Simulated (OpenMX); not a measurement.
## RbCl under changes of volume

One of the cells (35.796 Å³/atom); the others are scaled copies at fixed shape and fractional positions:

```
Rb Cl
1.0
     0.00000    3.29568    3.29568
     3.29568    0.00000    3.29568
     3.29568    3.29568    0.00000
Rb Cl
1 1
Direct
  0.00000 0.00000 0.00000
  0.50000 0.50000 0.50000
```

```yaml
Program: OpenMX 3.8.5
Functional: PBE
Potentials_or_basis: OpenMX 2013 PBE set, Rb11.0-s3p2d2, Cl7.0-s2p2d1f1, fixed grid of 40 × 40 × 40 points
k_mesh: 7 × 7 × 7
Occupations: fermi-dirac, width 0.05 eV
Spin: no spin polarisation
```

```tsv
volume (Å³/atom)	energy over the lowest point (meV/atom)	gap on the mesh (eV)
32.989	33.06	5.42
33.690	22.99	5.34
34.392	?	?
35.796	4.35	5.10
36.498	1.51	5.03
37.200	0.00	4.96
```

**Question.** What does the run at 34.392 Å³/atom give?

**Answer.** Energy over the lowest point 14.86 meV/atom; gap on the mesh 5.26 eV.

Worked out: A Birch-Murnaghan fit of order 3 (a polynomial in V^(-2/3)) to the other rows has its minimum at 37.66 Å³/atom, just outside them, with B0 = V·E''(V) = 14.8 GPa and B' = 4.0. It gives 14.96 meV/atom at 34.392 Å³/atom, against the run's 14.86. A straight line through the other rows of the gap, of slope -3.85 eV per unit of ln V (its deformation potential), gives 5.26 eV, against the run's 5.26.

Energies are extrapolated to zero smearing.

Caveats: the basis of atomic orbitals isn't converged, which shifts pressures, moduli and gaps; an odd mesh through Γ misses points on the zone boundary, where band edges often lie (some runs). Spin-orbit coupling on Rb is left out.
